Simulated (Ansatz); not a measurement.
Here is an Ansatz 0.2.0 calculation.

Contents of input.yaml:

```yaml
crystal:
  lattice:
    - [2.8862, 0.0, 0.0]
    - [-1.4431, 2.4995225204, 0.0]
    - [0.0, 0.0, 10.0]
  atoms:
    - { symbol: Ag, position: [0.0, 0.0, 0.5] }
    - { symbol: Ag, position: [0.0, 0.0, 0.0] }
    - { symbol: Ag, position: [0.6666666667, 0.3333333333, 0.75] }
    - { symbol: Ag, position: [0.3333333333, 0.6666666667, 0.25] }
hamiltonian:
  xc: pbesol
  pseudopotentials: { kind: paw_fr }
magnetization:
  noncollinear: true
  spin_orbit: true
kpoints:
  mp_grid: { grid: [11, 11, 3] }
  band_path:
    path:
      - [[0.0, 0.0, 0.0], [0.5, 0.0, 0.0], [0.3333333333, 0.3333333333, 0.0], [0.0, 0.0, 0.0], [0.0, 0.0, 0.5], [0.5, 0.0, 0.5], [0.3333333333, 0.3333333333, 0.5], [0.0, 0.0, 0.5]]
      - [[0.5, 0.0, 0.5], [0.5, 0.0, 0.0]]
      - [[0.3333333333, 0.3333333333, 0.0], [0.3333333333, 0.3333333333, 0.5]]
    npoints: 14
scf:
  occupations: { method: fermi_dirac, width: 0.05 }
  n_extra_bands: 10
output:
  forces: true
  stress: true
  eigenvalues: true
  fatbands: false
```

Potentials or basis: Ansatz PAW.

Run with:

```console
$ ansatz run input.yaml --threads 2 --pin off --max-ram 5632MiB --backend cpu --events-out ev --progress --plain --runs-dir out
```

Problem. Predict the band gap on the k mesh.

Solution. None (metal or under the smearing width).

Problem. Predict the pressure.

Solution. -7.3 GPa.

Stress tensor (GPa, compression positive):
```
-6.17  0.00  0.00
 0.00 -6.17  0.00
 0.00  0.00 -9.50
```

Caveat: the PAW data sets come from PBE, with cores solved anew for the run's functional, which leaves a small shift of forces and pressure.
